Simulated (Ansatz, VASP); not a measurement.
InSe2 in VASP and in Ansatz

The input INCAR:

```
  PREC = Accurate
  ENCUT = 520
  EDIFF = 1E-6
  ISMEAR = 0
  SIGMA = 0.15
  LREAL = F
  LASPH = T
  NELM = 80
  ALGO = Normal
  ISIF = 2
  LWAVE = F
  LCHARG = T
  GGA = PE
  LELF = T
  LVHAR = T
  NBANDS = 34
```

Contents of KPOINTS:

```
regular mesh
0
Gamma
  12 12 5
```

POSCAR

```
InSe2
1.0
   -3.8873932860      0.0000000000      0.0000000000
    0.0000000000     -3.8873932860      0.0000000000
    0.0000000000      0.0000000000     12.7325349326
In Se
2 4
Direct
    0.0000000000      0.5000000000      0.4245270445
    0.5000000000      0.0000000000      0.1132929273
    0.0000000000      0.5000000000      0.1663204117
    0.5000000000      0.0000000000      0.3714995601
    1.0000000000      0.0000000000      0.6511015520
    0.5000000000      0.5000000000      0.6511015520
```

Input for Ansatz:

```yaml
crystal:
  lattice:
    - [-3.887393286, 0.0, 0.0]
    - [0.0, -3.887393286, 0.0]
    - [0.0, 0.0, 12.7325349326]
  atoms:
    - { symbol: In, position: [0.0, 0.5, 0.4245270445] }
    - { symbol: In, position: [0.5, 0.0, 0.1132929273] }
    - { symbol: Se, position: [0.0, 0.5, 0.1663204117] }
    - { symbol: Se, position: [0.5, 0.0, 0.3714995601] }
    - { symbol: Se, position: [1.0, 0.0, 0.651101552] }
    - { symbol: Se, position: [0.5, 0.5, 0.651101552] }
basis:
  ecutwfc: 420
kpoints:
  mp_grid: { grid: [12, 12, 5] }
hamiltonian:
  xc: pbe
scf:
  occupations: { method: gaussian, width: 0.15 }
output:
  forces: true
  stress: true
  eigenvalues: true
  write_density: true
  write_potential: true
  elf: true
  volumetric_format: npy
```

Alike in both runs: task single point; functional PBE; k mesh 12 × 12 × 5; occupations gaussian, width 0.15 eV; no spin polarisation.

```csv
,VASP,Ansatz
version,VASP 6.6.1,Ansatz 0.2.0
potentials or method,"VASP PAW PBE potentials, release 64 (In_d, Se)","scalar-relativistic, plane waves, PAW"
plane-wave cutoff (eV),520,420
valence electrons in the cell,50,90
```

Ansatz gave:

- gap on the k mesh at the Fermi level (eV): none
- pressure (GPa): -0.3
- largest component of the traceless stress (GPa): 0.53
- rms of the force components (eV/Å): 0.211

Estimate VASP's values.

gap on the k mesh at the Fermi level (eV): none; pressure (GPa): -0.3; largest component of the traceless stress (GPa): 0.55; rms of the force components (eV/Å): 0.210.

Atom by atom the forces differ by 0.001 eV/Å (rms over components). A gap of «none» marks a metal or a gap that the smearing closes. With one functional, cell and mesh, what is left measures potentials, basis and numerics. The two sets of potentials don't hold the same shells in valence. Ansatz warned: «xc_potential_rough_in_thin_density».
